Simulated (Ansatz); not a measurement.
# InSb3: energies, forces and stress near the listed structure

Aim: see how energy, forces, stress and gap of InSb3 answer to moves of single atoms, further strains and shifts, swapped elements, distortions that keep the symmetry, other functionals. Nothing is relaxed unless a step says so.

Program: Ansatz 0.2.0. Level of theory: DFT PBE, scalar-relativistic, plane waves, PAW. These are calculated values, not measurements.

### Step 1. The starting structure

The structure is cubic, space group Fm-3m (No. 225). Conventional cell: a = 7.589 Å, b = 7.589 Å, c = 7.589 Å, α = 90.00°, β = 90.00°, γ = 90.00°. In (site symmetry m-3m) has 8 Sb at 3.29 Å as nearest neighbours. Sb (site symmetry -43m) has 4 In at 3.29 Å and 4 Sb at 3.29 Å as nearest neighbours. Around Sb (site symmetry m-3m) lie 8 Sb at 3.29 Å.

As a file:

```
In Sb
1.0
     0.00000    3.79455    3.79455
     3.79455    0.00000    3.79455
     3.79455    3.79455    0.00000
In Sb
1 3
Direct
  0.00000 0.00000 0.00000
  0.25000 0.25000 0.25000
  0.75000 0.75000 0.75000
  0.50000 0.50000 0.50000
```

The structure comes from the Materials Project (structure only).

### Step 2. Substitution of an element, cell strained: Sb → As, first probe

Against the listed cell: As takes all sites of Sb, and lengths are scaled by 0.936 as a first guess of the size; strain xx, yy, zz, yz, xz, xy = +0.8, +0.8, +0.8, +0.0, +0.0, +0.0 %.

File input.yaml:

```yaml
crystal:
  lattice:
    - [0.0, 3.5790459301, 3.5790459301]
    - [3.5790459301, 0.0, 3.5790459301]
    - [3.5790459301, 3.5790459301, 0.0]
  atoms:
    - { symbol: In, position: [0.0, 0.0, 0.0] }
    - { symbol: As, position: [0.25, 0.25, 0.25] }
    - { symbol: As, position: [0.75, 0.75, 0.75] }
    - { symbol: As, position: [0.5, 0.5, 0.5] }
basis:
  ecutwfc: 420
kpoints:
  mp_grid: { grid: [4, 4, 4] }
hamiltonian:
  xc: pbe
scf:
  occupations: { method: gaussian, width: 0.1 }
output:
  forces: true
  stress: true
  eigenvalues: true
```

The program printed (excerpt; [...] marks lines left out):

```text
[...]
SCF converged after 7 iterations
Free energy (F): -20164.527677 eV
[...]
E sigma→0 (E₀):  -20164.514399 eV
Entropy (-TS):   -0.026557 eV (-6.639 meV/atom)
Fermi energy:    10.157416 eV
[...]
--- Forces (eV/Å), atoms counted from 1 ---
  atom   1  In    -0.00000000     0.00000000    -0.00000000
  atom   2  As     0.00000000    -0.00000000    -0.00000000
  atom   3  As     0.00000000    -0.00000000    -0.00000000
  atom   4  As     0.00000000     0.00000000    -0.00000000
[...]
--- Stress (GPa, compression-positive) ---
       -5.988937      -0.000000      -0.000000
        0.000000      -5.988937      -0.000000
        0.000000      -0.000000      -5.988937
  P = ⅓ Tr σ = -5.9889 GPa (-59.889 kbar)
--- Band table (eV; the first three rows and the last of 8) ---
[...]
```

It took 2 s on 1 thread of an x86-64 CPU, shared host; peak memory 0.41 GiB.

### Step 3. One element swapped, cell strained: Sb → As

input.yaml: that of step 2 with these lines changed.

```diff
@@ -13,3 +13,3 @@
 kpoints:
-  mp_grid: { grid: [4, 4, 4] }
+  mp_grid: { grid: [10, 10, 10] }
 hamiltonian:
```

The program printed (excerpt; [...] marks lines left out):

```text
Warning: RAYON_NUM_THREADS=1 ignored (pool sized by the plan → 1); use --threads N
[...]
Pseudopotentials: kind: paw
Pseudopotential: In, paw, valence charge 13, recommended cutoff 420 eV (normal), In.paw.azcp
Pseudopotential: As, paw, valence charge 15, recommended cutoff 420 eV (normal), As.paw.azcp
Functional definition: PBE
[...]
Crystal: 4 atoms, lattice volume = 91.692 Å³
Basis set: ecut = 420 eV, 1807 PW (Γ), exchange–correlation on 72×72×72 points (8 copies of the dense FFT grid, shifted against one another)
Bands: 35, of which v1, the nominal top of the filled ones, is band 29 counted from 1 (28 counted from 0)
Symmetry: 48 space group operations
Space group: Fm-3m (ITA 225), of the structure as read, at distance tolerance 4.5e-5 Å
k-points: 47 of 1000
[...]
SCF iter   1: F=—  HF=-20164.737836 eV  |F-HF|=—  |Δ(HF+E_count)|=         —  Δρ=9.45e-4  dr2=9.60e-4  ethr=1.77e-3  ⟨swp⟩=7.0  Hψ=6447  notcnv=0
[...]
SCF iter   7: F=-20164.736189 eV  HF=-20164.736189 eV  |F-HF|=6.45e-9  |Δ(HF+E_count)|=   4.33e-8  Δρ=4.76e-6  dr2=2.06e-8  ethr=1.65e-10  ⟨swp⟩=4.0  Hψ=5951  notcnv=0
[...]
SCF converged after 7 iterations
Free energy (F): -20164.736189 eV
[...]
E sigma→0 (E₀):  -20164.729206 eV
Entropy (-TS):   -0.013967 eV (-3.492 meV/atom)
Fermi energy:    10.205873 eV
[...]
--- Forces (eV/Å), atoms counted from 1 ---
  atom   1  In    -0.00000000     0.00000000    -0.00000000
  atom   2  As     0.00000000     0.00000000     0.00000000
  atom   3  As     0.00000000     0.00000000     0.00000000
  atom   4  As     0.00000000     0.00000000    -0.00000000
[...]
--- Stress (GPa, compression-positive) ---
       -5.391375       0.000000      -0.000000
        0.000000      -5.391375       0.000000
       -0.000000       0.000000      -5.391375
  P = ⅓ Tr σ = -5.3914 GPa (-53.914 kbar)
--- Band table (eV; the first three rows and the last of 47) ---
[...]
```

Run time: 8.7 s. Hardware: 1 thread of an x86-64 CPU, shared host; peak memory 0.48 GiB.

### Step 4. A single atom displaced

Against the listed cell: atom 2 (Sb) moved by 0.38 Å.

File input.yaml:

```yaml
crystal:
  lattice:
    - [0.0, 3.794555, 3.794555]
    - [3.794555, 0.0, 3.794555]
    - [3.794555, 3.794555, 0.0]
  atoms:
    - { symbol: In, position: [0.0, 0.0, 0.0] }
    - { symbol: Sb, position: [0.2888345933, 0.3075561561, 0.2140563913] }
    - { symbol: Sb, position: [0.75, 0.75, 0.75] }
    - { symbol: Sb, position: [0.5, 0.5, 0.5] }
basis:
  ecutwfc: 420
kpoints:
  mp_grid: { grid: [8, 8, 8] }
hamiltonian:
  xc: pbe
scf:
  occupations: { method: gaussian, width: 0.1 }
output:
  forces: true
  stress: true
  eigenvalues: true
```

The program printed (excerpt; [...] marks lines left out):

```text
Warning: RAYON_NUM_THREADS=1 ignored (pool sized by the plan → 1); use --threads N
[...]
[... 2 set-up lines as earlier in the session ...]
Pseudopotential: Sb, paw, valence charge 15, recommended cutoff 420 eV (normal), Sb.paw.azcp
[... 1 set-up line as earlier in the session ...]
[...]
Crystal: 4 atoms, lattice volume = 109.273 Å³
Basis set: ecut = 420 eV, 2109 PW (Γ), exchange–correlation on 72×72×72 points (8 copies of the dense FFT grid, shifted against one another)
Bands: 35, of which v1, the nominal top of the filled ones, is band 29 counted from 1 (28 counted from 0)
Symmetry: 1 space group operations
Space group: P1 (ITA 1), of the structure as read, at distance tolerance 4.8e-5 Å
k-points: 260 of 512 (time reversal used)
[...]
SCF iter   1: F=—  HF=-25050.507086 eV  |F-HF|=—  |Δ(HF+E_count)|=         —  Δρ=1.58e-3  dr2=4.43e-3  ethr=1.77e-3  ⟨swp⟩=9.0  Hψ=41027  notcnv=0
[...]
SCF iter   7: F=-25050.503564 eV  HF=-25050.503564 eV  |F-HF|=1.37e-8  |Δ(HF+E_count)|=   1.12e-7  Δρ=4.45e-6  dr2=1.61e-8  ethr=1.72e-10  ⟨swp⟩=8.0  Hψ=35357  notcnv=0
[...]
SCF converged after 7 iterations
Free energy (F): -25050.503564 eV
[...]
E sigma→0 (E₀):  -25050.496515 eV
Entropy (-TS):   -0.014097 eV (-3.524 meV/atom)
Fermi energy:    10.988804 eV
[...]
--- Forces (eV/Å), atoms counted from 1 ---
  atom   1  In     0.06060685    -0.10870838     0.20640567
  atom   2  Sb    -0.19425761    -0.00412732    -0.68111024
  atom   3  Sb     0.06535431     0.01789936     0.34288120
  atom   4  Sb     0.06829370     0.09493361     0.13182328
[...]
--- Stress (GPa, compression-positive) ---
        1.300118       0.227730       0.315935
        0.227730       1.388839       0.099494
        0.315935       0.099494       0.609809
  P = ⅓ Tr σ = 1.0996 GPa (10.996 kbar)
--- Band table (eV; the first three rows and the last of 260) ---
[...]
```

It took 84 s on 1 thread of an x86-64 CPU, shared host; peak memory 0.94 GiB.

Sizes of the forces (eV/Å): In1 0.24, Sb2 0.71, Sb3 0.35, Sb4 0.18.

### Step 5. A change within the space group

What differs from the listed cell: strain xx, yy, zz, yz, xz, xy = -2.7, -2.7, -2.7, +0.0, +0.0, +0.0 %.

File input.yaml:

```yaml
crystal:
  lattice:
    - [0.0, 3.6905083019, 3.6905083019]
    - [3.6905083019, 0.0, 3.6905083019]
    - [3.6905083019, 3.6905083019, 0.0]
  atoms:
    - { symbol: In, position: [0.0, 0.0, 0.0] }
    - { symbol: Sb, position: [0.25, 0.25, 0.25] }
    - { symbol: Sb, position: [0.75, 0.75, 0.75] }
    - { symbol: Sb, position: [0.5, 0.5, 0.5] }
basis:
  ecutwfc: 420
kpoints:
  mp_grid: { grid: [10, 10, 10] }
hamiltonian:
  xc: pbe
scf:
  occupations: { method: gaussian, width: 0.1 }
output:
  forces: true
  stress: true
  eigenvalues: true
```

The program printed (excerpt; [...] marks lines left out):

```text
Warning: RAYON_NUM_THREADS=1 ignored (pool sized by the plan → 1); use --threads N
[...]
[... 4 set-up lines as earlier in the session ...]
[...]
Crystal: 4 atoms, lattice volume = 100.528 Å³
Basis set: ecut = 420 eV, 1989 PW (Γ), exchange–correlation on 72×72×72 points (8 copies of the dense FFT grid, shifted against one another)
Bands: 35, of which v1, the nominal top of the filled ones, is band 29 counted from 1 (28 counted from 0)
[... 1 set-up line as earlier in the session ...]
Space group: Fm-3m (ITA 225), of the structure as read, at distance tolerance 4.6e-5 Å
k-points: 47 of 1000
[...]
SCF iter   1: F=—  HF=-25050.508315 eV  |F-HF|=—  |Δ(HF+E_count)|=         —  Δρ=1.20e-3  dr2=8.20e-4  ethr=1.77e-3  ⟨swp⟩=9.7  Hψ=7565  notcnv=0
[...]
SCF iter   6: F=-25050.505242 eV  HF=-25050.505242 eV  |F-HF|=8.54e-8  |Δ(HF+E_count)|=   5.04e-7  Δρ=1.18e-5  dr2=8.85e-8  ethr=1.72e-10  ⟨swp⟩=6.7  Hψ=7853  notcnv=0
[...]
SCF converged after 6 iterations
Free energy (F): -25050.505242 eV
[...]
E sigma→0 (E₀):  -25050.501443 eV
Entropy (-TS):   -0.007598 eV (-1.900 meV/atom)
Fermi energy:    12.257249 eV
[...]
--- Forces (eV/Å), atoms counted from 1 ---
  atom   1  In    -0.00000000     0.00000000    -0.00000000
  atom   2  Sb    -0.00000000     0.00000000     0.00000000
  atom   3  Sb     0.00000000    -0.00000000     0.00000000
  atom   4  Sb     0.00000000    -0.00000000     0.00000000
[...]
--- Stress (GPa, compression-positive) ---
        5.170390      -0.000000      -0.000000
        0.000000       5.170390      -0.000000
       -0.000000      -0.000000       5.170390
  P = ⅓ Tr σ = 5.1704 GPa (51.704 kbar)
--- Band table (eV; the first three rows and the last of 47) ---
[...]
```

It took 9.2 s on 1 thread of an x86-64 CPU, shared host; peak memory 0.5 GiB.

### Step 6. Another functional, on a distorted cell: r2SCAN

Against the listed cell: strain xx, yy, zz, yz, xz, xy = -0.2, -0.2, -0.2, +0.0, +0.0, +0.0 %.

input.yaml: that of step 5 with these lines changed.

```diff
@@ -2,5 +2,5 @@
   lattice:
-    - [0.0, 3.6905083019, 3.6905083019]
-    - [3.6905083019, 0.0, 3.6905083019]
-    - [3.6905083019, 3.6905083019, 0.0]
+    - [0.0, 3.7864725978, 3.7864725978]
+    - [3.7864725978, 0.0, 3.7864725978]
+    - [3.7864725978, 3.7864725978, 0.0]
   atoms:
@@ -11,3 +11,3 @@
 basis:
-  ecutwfc: 420
+  ecutwfc: 500
 kpoints:
@@ -15,3 +15,3 @@
 hamiltonian:
-  xc: pbe
+  xc: r2scan
 scf:
```

The program printed (excerpt; [...] marks lines left out):

```text
Warning: RAYON_NUM_THREADS=1 ignored (pool sized by the plan → 1); use --threads N
[...]
[... 1 set-up line as earlier in the session ...]
Pseudopotential: In, paw, valence charge 13, recommended cutoff 500 eV (meta_gga), In.paw.azcp
Pseudopotential: Sb, paw, valence charge 15, recommended cutoff 500 eV (meta_gga), Sb.paw.azcp
Functional definition: r2SCAN
[...]
Crystal: 4 atoms, lattice volume = 108.576 Å³
Basis set: ecut = 500 eV, 2733 PW (Γ), exchange–correlation on 160×160×160 points (64 copies of the dense FFT grid, shifted against one another)
Bands: 35, of which v1, the nominal top of the filled ones, is band 29 counted from 1 (28 counted from 0)
[... 1 set-up line as earlier in the session ...]
Space group: Fm-3m (ITA 225), of the structure as read, at distance tolerance 4.8e-5 Å
k-points: 47 of 1000
[...]
SCF iter   1: F=—  HF=-25108.140803 eV  |F-HF|=—  |Δ(HF+E_count)|=         —  Δρ=5.89e-3  dr2=1.71e-2  dr2_τ=1.60e-3  ethr=1.77e-3  ⟨swp⟩=10.1  Hψ=7710  notcnv=0
[...]
SCF iter   7: F=-25108.178405 eV  HF=-25108.178405 eV  |F-HF|=2.11e-10  |Δ(HF+E_count)|=   1.62e-7  Δρ=5.00e-6  dr2=2.88e-8  dr2_τ=5.05e-10  ethr=1.72e-10  ⟨swp⟩=9.6  Hψ=7448  notcnv=0
[...]
SCF converged after 7 iterations
Free energy (F): -25108.178405 eV
[...]
E sigma→0 (E₀):  -25108.173282 eV
Entropy (-TS):   -0.010246 eV (-2.561 meV/atom)
Fermi energy:    10.990811 eV
[...]
--- Forces (eV/Å), atoms counted from 1 ---
  atom   1  In    -0.00000000    -0.00000000    -0.00000000
  atom   2  Sb    -0.00000000     0.00000000     0.00000000
  atom   3  Sb     0.00000000     0.00000000    -0.00000000
  atom   4  Sb     0.00000000     0.00000000     0.00000000
[...]
--- Stress (GPa, compression-positive) ---
       -0.619632       0.000000      -0.000000
        0.000000      -0.619632       0.000000
       -0.000000       0.000000      -0.619632
  P = ⅓ Tr σ = -0.6196 GPa (-6.196 kbar)
--- Band table (eV; the first three rows and the last of 47) ---
[...]
```

It took 19 s on 1 thread of an x86-64 CPU, shared host; peak memory 0.8 GiB.

### Step 7. A distortion that keeps the symmetry

What differs from the listed cell: strain xx, yy, zz, yz, xz, xy = -1.4, -1.4, -1.4, +0.0, +0.0, +0.0 %.

input.yaml: that of step 6 with these lines changed.

```diff
@@ -2,5 +2,5 @@
   lattice:
-    - [0.0, 3.7864725978, 3.7864725978]
-    - [3.7864725978, 0.0, 3.7864725978]
-    - [3.7864725978, 3.7864725978, 0.0]
+    - [0.0, 3.7407861556, 3.7407861556]
+    - [3.7407861556, 0.0, 3.7407861556]
+    - [3.7407861556, 3.7407861556, 0.0]
   atoms:
@@ -11,3 +11,3 @@
 basis:
-  ecutwfc: 500
+  ecutwfc: 420
 kpoints:
@@ -15,3 +15,3 @@
 hamiltonian:
-  xc: r2scan
+  xc: pbe
 scf:
```

The program printed (excerpt; [...] marks lines left out):

```text
Warning: RAYON_NUM_THREADS=1 ignored (pool sized by the plan → 1); use --threads N
[...]
[... 4 set-up lines as earlier in the session ...]
[...]
Crystal: 4 atoms, lattice volume = 104.693 Å³
Basis set: ecut = 420 eV, 2085 PW (Γ), exchange–correlation on 72×72×72 points (8 copies of the dense FFT grid, shifted against one another)
Bands: 35, of which v1, the nominal top of the filled ones, is band 29 counted from 1 (28 counted from 0)
[... 1 set-up line as earlier in the session ...]
Space group: Fm-3m (ITA 225), of the structure as read, at distance tolerance 4.7e-5 Å
k-points: 47 of 1000
[...]
SCF iter   1: F=—  HF=-25050.604396 eV  |F-HF|=—  |Δ(HF+E_count)|=         —  Δρ=1.10e-3  dr2=7.44e-4  ethr=1.77e-3  ⟨swp⟩=9.3  Hψ=7396  notcnv=0
[...]
SCF iter   6: F=-25050.601533 eV  HF=-25050.601533 eV  |F-HF|=5.84e-9  |Δ(HF+E_count)|=   2.35e-7  Δρ=4.81e-6  dr2=1.78e-8  ethr=1.72e-10  ⟨swp⟩=6.5  Hψ=7533  notcnv=0
[...]
SCF converged after 6 iterations
Free energy (F): -25050.601533 eV
[...]
E sigma→0 (E₀):  -25050.597305 eV
Entropy (-TS):   -0.008457 eV (-2.114 meV/atom)
Fermi energy:    11.608432 eV
[...]
--- Forces (eV/Å), atoms counted from 1 ---
  atom   1  In    -0.00000000    -0.00000000    -0.00000000
  atom   2  Sb    -0.00000000    -0.00000000     0.00000000
  atom   3  Sb     0.00000000     0.00000000     0.00000000
  atom   4  Sb     0.00000000    -0.00000000    -0.00000000
[...]
--- Stress (GPa, compression-positive) ---
        2.339102       0.000000      -0.000000
        0.000000       2.339102      -0.000000
        0.000000       0.000000       2.339102
  P = ⅓ Tr σ = 2.3391 GPa (23.391 kbar)
--- Band table (eV; the first three rows and the last of 47) ---
[...]
```

Wall time 8.6 s (1 thread of an x86-64 CPU, shared host); peak memory 0.5 GiB.

### Step 8. A distortion of lower symmetry

The change: strain xx, yy, zz, yz, xz, xy = +1.5, +1.5, +1.5, -2.0, +2.0, +2.0 %; atoms moved by 0.10 Å root mean square, at most 0.14 Å.

File input.yaml:

```yaml
crystal:
  lattice:
    - [0.1517822, 3.775240715, 3.775240715]
    - [3.927022915, 0.0, 3.927022915]
    - [3.927022915, 3.927022915, 0.0]
  atoms:
    - { symbol: In, position: [0.0, 0.0, 0.0] }
    - { symbol: Sb, position: [0.2177236232, 0.2607587923, 0.2607587923] }
    - { symbol: Sb, position: [0.7822763768, 0.7392412077, 0.7392412077] }
    - { symbol: Sb, position: [0.5, 0.5, 0.5] }
basis:
  ecutwfc: 420
kpoints:
  mp_grid: { grid: [8, 9, 9] }
hamiltonian:
  xc: pbe
scf:
  occupations: { method: gaussian, width: 0.1 }
output:
  forces: true
  stress: true
  eigenvalues: true
```

The program printed (excerpt; [...] marks lines left out):

```text
Warning: crystal.symmetry: narrowed to the stabiliser of the k-point mesh — unitary ops 12 → 4; excluded 8 operations that carry a point of the 8×9×9 mesh (shift [0, 0, 0]) off the mesh (the run samples exactly the mesh kpoints.mp_grid names, as under crystal.symmetry.detect: false, and [...]
Warning: RAYON_NUM_THREADS=1 ignored (pool sized by the plan → 1); use --threads N
[...]
[... 4 set-up lines as earlier in the session ...]
[...]
Crystal: 4 atoms, lattice volume = 114.099 Å³
Basis set: ecut = 420 eV, 2235 PW (Γ), exchange–correlation on 72×80×80 points (8 copies of the dense FFT grid, shifted against one another)
Bands: 35, of which v1, the nominal top of the filled ones, is band 29 counted from 1 (28 counted from 0)
Symmetry: 4 space group operations
k-points: 185 of 648
[...]
SCF iter   1: F=—  HF=-25050.509882 eV  |F-HF|=—  |Δ(HF+E_count)|=         —  Δρ=1.05e-3  dr2=2.26e-3  ethr=1.77e-3  ⟨swp⟩=8.8  Hψ=28705  notcnv=0
[...]
SCF iter   7: F=-25050.506299 eV  HF=-25050.506299 eV  |F-HF|=1.05e-8  |Δ(HF+E_count)|=   7.40e-8  Δρ=3.47e-6  dr2=1.36e-8  ethr=1.72e-10  ⟨swp⟩=8.3  Hψ=25715  notcnv=0
[...]
SCF converged after 7 iterations
Free energy (F): -25050.506299 eV
[...]
E sigma→0 (E₀):  -25050.500450 eV
Entropy (-TS):   -0.011698 eV (-2.925 meV/atom)
Fermi energy:    10.224873 eV
[...]
--- Forces (eV/Å), atoms counted from 1 ---
  atom   1  In    -0.00000000     0.00000000     0.00000000
  atom   2  Sb    -0.21587854     0.23217410     0.23217410
  atom   3  Sb     0.21587854    -0.23217410    -0.23217410
  atom   4  Sb    -0.00000000    -0.00000000     0.00000000
[...]
--- Stress (GPa, compression-positive) ---
       -1.032055      -1.011635      -1.011635
       -1.011635      -1.283331       0.754327
       -1.011635       0.754327      -1.283331
  P = ⅓ Tr σ = -1.1996 GPa (-11.996 kbar)
--- Band table (eV; the first three rows and the last of 185) ---
[...]
```

Wall time 39 s (1 thread of an x86-64 CPU, shared host); peak memory 0.8 GiB.

### Step 9. All points side by side

| step | case | energy (meV/atom) | pressure (GPa) | largest force (eV/Å) | gap on the mesh (eV) |
| --- | --- | --- | --- | --- | --- |
| 3 | one element swapped, cell strained: Sb → As | n/a | -5.4 | 0.00 | 0.00 |
| 4 | a single atom displaced | +0.0 | 1.1 | 0.71 | 0.00 |
| 5 | a change within the space group | -1.2* | 5.2 | 0.00 | 0.00 |
| 6 | another functional, on a distorted cell: r2SCAN | n/a | -0.6 | 0.00 | 0.00 |
| 7 | a distortion that keeps the symmetry | -25.2* | 2.3 | 0.00 | 0.00 |
| 8 | a distortion of lower symmetry | -1.0* | -1.2 | 0.39 | 0.00 |

Energies are counted from step 4, with the smearing taken to zero; a star marks another k mesh, which can shift energies by itself, so starred rows don't rank against the others. Other atoms or functionals have another zero of energy (n/a). A gap of 0.00 means none on the mesh at this level.

**Reading.** Among the distorted cells of the listed formula and level the largest force, 0.71 eV/Å, acts on Sb2 in step 4. The pressure is 5.2 GPa in the smallest cell and -1.2 GPa in the largest; between them shape and moved atoms count too. The distorted cells of the listed formula and level show no gap on the mesh. Spin-orbit coupling is left out for Sb.
